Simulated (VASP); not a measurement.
# CsBr (Pm-3m) in VASP: a series of runs, part 2 of 3

VASP 6.6.1. The steps go on from the part before.

### 3 Relaxation of cell and atoms, LDA

This run uses another cell than the first one, of 39.37 Å³/atom, 1.110 times its volume.

INCAR

```
ALGO = Normal
EDIFF = 1E-7
EDIFFG = -0.01
ENCUT = 600
GGA = CA
IBRION = 2
ISIF = 3
ISMEAR = 0
LASPH = True
LCHARG = False
LREAL = False
LWAVE = False
NELM = 100
NSW = 60
PREC = Accurate
SIGMA = 0.01
```

KPOINTS

```
k-points
0
Gamma
  4 4 4
```

POSCAR

```
CsBr
1.0
    4.2860000000      0.0000000000      0.0000000000
    0.0000000000      4.2860000000      0.0000000000
    0.0000000000      0.0000000000      4.2860000000
Cs Br
1 1
Direct
    0.0000000000      0.0000000000      0.0000000000
    0.5000000000      0.5000000000      0.5000000000
```

Potentials or basis: VASP PAW LDA potentials, release 64 (Cs_sv, Br).

Launch:

```bash
$ cat potpaw_LDA.64/Cs_sv/POTCAR potpaw_LDA.64/Br/POTCAR > POTCAR
$ mpirun -np 1 vasp_std > vasp.out
```

OUTCAR:

```text
EDIFF = 1E-7
   EDIFFG = -0.01
   ENCUT = 600
   GGA = CA
   IBRION = 2
   ISIF = 3
   ISMEAR = 0
   LASPH = True
   LREAL = False
   NELM = 100
   NSW = 60
   PREC = Accurate

 ion  position               nearest neighbor table
   1  0.000  0.000  0.000-
   2  0.500  0.500  0.500-

  LATTYP: Found a simple cubic cell.
 ALAT       =     4.2860000000

  Lattice vectors:

 A1 = (   4.2860000000,   0.0000000000,   0.0000000000)
 A2 = (   0.0000000000,   4.2860000000,   0.0000000000)
 A3 = (   0.0000000000,   0.0000000000,   4.2860000000)

Analysis of symmetry for initial positions (statically):
=====================================================================
 Subroutine PRICEL returns:
 Original cell was already a primitive cell.

 Routine SETGRP: Setting up the symmetry group for a
 simple cubic supercell.

 Subroutine GETGRP returns: Found 48 space group operations
 (whereof 48 operations were pure point group operations)
 out of a pool of 48 trial point group operations.

The static configuration has the point symmetry O_h .

Analysis of symmetry for dynamics (positions and initial velocities):
=====================================================================
 Subroutine PRICEL returns:
 Original cell was already a primitive cell.

 Routine SETGRP: Setting up the symmetry group for a
 simple cubic supercell.

 Subroutine GETGRP returns: Found 48 space group operations
 (whereof 48 operations were pure point group operations)
 out of a pool of 48 trial point group operations.

The dynamic configuration has the point symmetry O_h .

 Subroutine INISYM returns: Found 48 space group operations
 (whereof 48 operations are pure point group operations),
 and found     1 'primitive' translations

----------------------------------------------------------------------------------------

                                     Primitive cell

  volume of cell :      78.7329

  direct lattice vectors                    reciprocal lattice vectors
     4.286000000  0.000000000  0.000000000     0.233317779  0.000000000  0.000000000
     0.000000000  4.286000000  0.000000000     0.000000000  0.233317779  0.000000000
     0.000000000  0.000000000  4.286000000     0.000000000  0.000000000  0.233317779

  length of vectors
     4.286000000  4.286000000  4.286000000     0.233317779  0.233317779  0.233317779

  position of ions in fractional coordinates (direct lattice)
     0.000000000  0.000000000  0.000000000
     0.500000000  0.500000000  0.500000000

  ion indices of the primitive-cell ions
   primitive index   ion index
                 1           1
                 2           2

----------------------------------------------------------------------------------------

 KPOINTS: k-points

Automatic generation of k-mesh.
 Grid dimensions read from file:
 generate k-points for:    4    4    4

 Generating k-lattice:

  Cartesian coordinates                     Fractional coordinates (reciprocal lattice)
     0.058329445  0.000000000  0.000000000     0.250000000  0.000000000  0.000000000
     0.000000000  0.058329445  0.000000000     0.000000000  0.250000000  0.000000000
     0.000000000  0.000000000  0.058329445     0.000000000  0.000000000  0.250000000

  Length of vectors
     0.058329445  0.058329445  0.058329445

  Shift w.r.t. Gamma in fractional coordinates (k-lattice)
     0.000000000  0.000000000  0.000000000

 Subroutine IBZKPT returns following result:
 ===========================================

 Found     10 irreducible k-points:

 Following reciprocal coordinates:
            Coordinates               Weight
  0.000000  0.000000  0.000000      1.000000
  0.250000  0.000000  0.000000      6.000000
  0.500000  0.000000  0.000000      3.000000
  0.250000  0.250000  0.000000     12.000000
  0.500000  0.250000  0.000000     12.000000
  0.500000  0.500000  0.000000      3.000000
  0.250000  0.250000  0.250000      8.000000
  0.500000  0.250000  0.250000     12.000000
  0.500000  0.500000  0.250000      6.000000
  0.500000  0.500000  0.500000      1.000000
   k-points           NKPTS =     10   k-points in BZ     NKDIM =     10   number of bands    NBANDS=     12
   number of dos      NEDOS =    301   number of ions     NIONS =      2
   total plane-waves  NPLWV =  46656
   dimension x,y,z NGX =    36 NGY =   36 NGZ =   36
   dimension x,y,z NGXF=    72 NGYF=   72 NGZF=   72
   ions per type =               1   1
   NGX,Y,Z   is equivalent  to a cutoff of  13.96, 13.96, 13.96 a.u.
   NGXF,Y,Z  is equivalent  to a cutoff of  27.93, 27.93, 27.93 a.u.
 SYSTEM =  unknown system
   PREC   = accura    normal or accurate (medium, high low for compatibility)
   ISTART =      0    job   : 0-new  1-cont  2-samecut
   ICHARG =      2    charge: 1-file 2-atom 10-const
   ISPIN  =      1    spin polarized calculation?
   LNONCOLLINEAR =      F non collinear calculations
   LSORBIT =      F    spin-orbit coupling
   LASPH  =      T    aspherical Exc in radial PAW
   ENCUT  =  600.0 eV  44.10 Ry    6.64 a.u.   8.56  8.56  8.56*2*pi/ulx,y,z
   NELM   =    100;   NELMIN=  2; NELMDL= -5     # of ELM steps
   EDIFF  = 0.1E-06   stopping-criterion for ELM
   LREAL  =      F    real-space projection
   EDIFFG = -.1E-01   stopping-criterion for IOM
   NSW    =     60    number of steps for IOM
   IBRION =      2    ionic relax: 0-MD 1-quasi-New 2-CG
   NFREE  =      1    steps in history (QN), initial steepest desc. (CG)
   ISIF   =      3    stress and relaxation
   ISYM   =      2    0-nonsym 1-usesym 2-fastsym
   POTIM  = 0.5000    time-step for ionic-motion
   TEBEG  =    0.0;   TEEND  =   0.0 temperature during run
   PSTRESS=    0.0 pullay stress
   NELECT =      16.0000    total number of electrons
   NUPDOWN=      -1.0000    fix difference up-down
   EMIN   =  10.00;   EMAX   =-10.00  energy-range for DOS
   EFERMI =   0.00;   METHOD = LEGACY
   ISMEAR =     0;   SIGMA  =   0.01  broadening in eV -4-tet -1-fermi 0-gaus
   EFERMI_NEDOS =   21; number of points for ismear=-14 and -15
   IALGO  =     38    algorithm
   IMIX   =      4    mixing-type and parameters
     AMIX     =   0.40;   BMIX     =  1.00
     AMIX_MAG =   1.60;   BMIX_MAG =  1.00
  volume/ion in A,a.u.               =      39.37       265.66
  Fermi-wavevector in a.u.,A,eV,Ry     =   0.962489  1.818841 12.604247  0.926386
  Thomas-Fermi vector in A             =   2.091953
   LORBIT       =      0    0 simple, 1 ext, 2 COOP (PROOUT), +10 PAW based schemes
   GGA     = CA    functional components
   LHFCALC =     F    Hartree Fock is set to
   AEXX    =    0.0000 exact exchange contribution
   IVDW    =     0    specifies the selected vdW correction
   LEPSILON=     F    determine dielectric tensor
   LRPA    =     F    only Hartree local field effects (RPA)
 conjugate gradient relaxation of ions
 non-spin polarized calculation
 Gauss-broadening in eV      SIGMA  =   0.01
  energy-cutoff  :      600.00
  volume of cell :       78.73
 maximum number of plane-waves:      2666
 NGX is ok and might be reduce to    36
   NGX = 17   NGY = 17   NGZ = 17

--------------------------------------- Ionic step        1  -------------------------------------------

 number of electron      15.9999998 magnetization

 Free energy of the ion-electron system (eV)
  ---------------------------------------------------
  ext. energy  EPLUGINS =         0.00000000
  ---------------------------------------------------
  free energy    TOTEN  =        -6.75110649 eV

  energy without entropy =       -6.75110649  energy(sigma->0) =       -6.75110649

 E-fermi :  -0.3450     XC(G=0):  -8.4143

 val. band max:       -0.4068592718   @ k =   0.0000   0.0000   0.0000
 cond. band min:       3.7342079458   @ k =   0.0000   0.0000   0.0000
 fundamental gap:      4.1410672176
 Fermi energy:        -0.3449526249

 k-point     1 :       0.0000    0.0000    0.0000
  band No.  band energies     occupation
      1     -20.1280      2.00000
      2     -12.8004      2.00000
      3      -6.7161      2.00000
      4      -6.7161      2.00000
      5      -6.7161      2.00000
      6      -0.4069      2.00000
      7      -0.4069      2.00000
      8      -0.4069      2.00000
      9       3.7342      0.00000
     10       4.2608      0.00000
     11       4.2608      0.00000
     12       8.6299      0.00000
[... 238 lines left out ...]
  energy  without entropy=       -6.7916446059  energy(sigma->0) =       -6.79164461

--------------------------------------- Ionic step        4  -------------------------------------------

 number of electron      16.0000003 magnetization

 Free energy of the ion-electron system (eV)
  ---------------------------------------------------
  ext. energy  EPLUGINS =         0.00000000
  ---------------------------------------------------
  free energy    TOTEN  =        -6.79167383 eV

  energy without entropy =       -6.79167383  energy(sigma->0) =       -6.79167383

 E-fermi :   0.2206     XC(G=0):  -8.8305

 val. band max:        0.1744104794   @ k =   0.0000   0.0000   0.0000
 cond. band min:       4.6834405960   @ k =   0.0000   0.0000   0.0000
 fundamental gap:      4.5090301166
 Fermi energy:         0.2206477648

 k-point     1 :       0.0000    0.0000    0.0000
  band No.  band energies     occupation
      1     -19.4783      2.00000
      2     -12.3808      2.00000
      3      -6.0193      2.00000
      4      -6.0193      2.00000
      5      -6.0193      2.00000
      6       0.1744      2.00000
      7       0.1744      2.00000
      8       0.1744      2.00000
      9       4.6834      0.00000
     10       4.6834      0.00000
     11       4.7055      0.00000
     12       9.4860      0.00000
[... 162 lines left out ...]
  FREE ENERGIE OF THE ION-ELECTRON SYSTEM (eV)
  ---------------------------------------------------
  free  energy   TOTEN  =        -6.7916738257 eV

  energy  without entropy=       -6.7916738257  energy(sigma->0) =       -6.79167383

 reached required accuracy - stopping structural energy minimisation
```

OSZICAR:

```text
N       E                     dE             d eps       ncg     rms          rms(c)
DAV:   1     0.949623848708E+02    0.94962E+02   -0.70708E+03   240   0.126E+03
DAV:   2    -0.120452796555E+00   -0.95083E+02   -0.88009E+02   364   0.182E+02
DAV:   3    -0.693925863876E+01   -0.68188E+01   -0.67944E+01   280   0.566E+01
[... 34 lines left out ...]
DAV:   2    -0.679179359829E+01    0.52092E-03   -0.79165E-04   240   0.168E-01    0.466E-02
DAV:   3    -0.679167796523E+01    0.11563E-03   -0.36266E-04   240   0.113E-01    0.179E-02
DAV:   4    -0.679167411830E+01    0.38469E-05   -0.10592E-05   244   0.222E-02    0.601E-03
DAV:   5    -0.679167386392E+01    0.25438E-06   -0.12095E-06   264   0.707E-03    0.295E-03
DAV:   6    -0.679167382566E+01    0.38267E-07   -0.75667E-08   128   0.195E-03
   4 F= -.67916738E+01 E0= -.67916738E+01  d E =-.405673E-01
```

It took 12 s on 1 thread of Intel Xeon 6975P-C (Granite Rapids), shared host; peak memory 0.18 GiB.

Results:

* Free energy: -6.7917 eV
* Relaxed volume: 35.69 Å³/atom
* Relaxed cell: a = 4.148 Å, b = 4.148 Å, c = 4.148 Å, α = 90.00°, β = 90.00°, γ = 90.00°
* Space group after relaxing (to 0.05 Å): Pm-3m (No. 221)
* Energy gained by relaxing: 20.3 meV/atom
* Ionic steps: 4
* Pressure after relaxing: 0.0 GPa
* Band gap on the k mesh: 4.51 eV, direct

Step by step:
| step | energy change (eV) | largest force (eV/Å) | pressure (GPa) | volume (Å³) |
| --- | --- | --- | --- | --- |
| 1 | 0.0000 | 0.0000 | -1.60 | 78.73 |
| 2 | -0.0331 | 0.0000 | -0.77 | 74.35 |
| 3 | -0.0405 | 0.0000 | -0.05 | 71.57 |
| 4 | -0.0406 | 0.0000 | 0.01 | 71.38 |

Final structure:
```
Cs Br
1.0
     4.14813    0.00000    0.00000
     0.00000    4.14813    0.00000
     0.00000    0.00000    4.14813
Cs Br
1 1
Cartesian
  0.0000 0.0000 0.0000
  2.0741 2.0741 2.0741
```

Caveat: spin-orbit coupling is left out, which moves the levels of the heavy elements. Zero-point motion and thermal expansion aren't in these numbers.

(Part 2 of 3 ends here.)
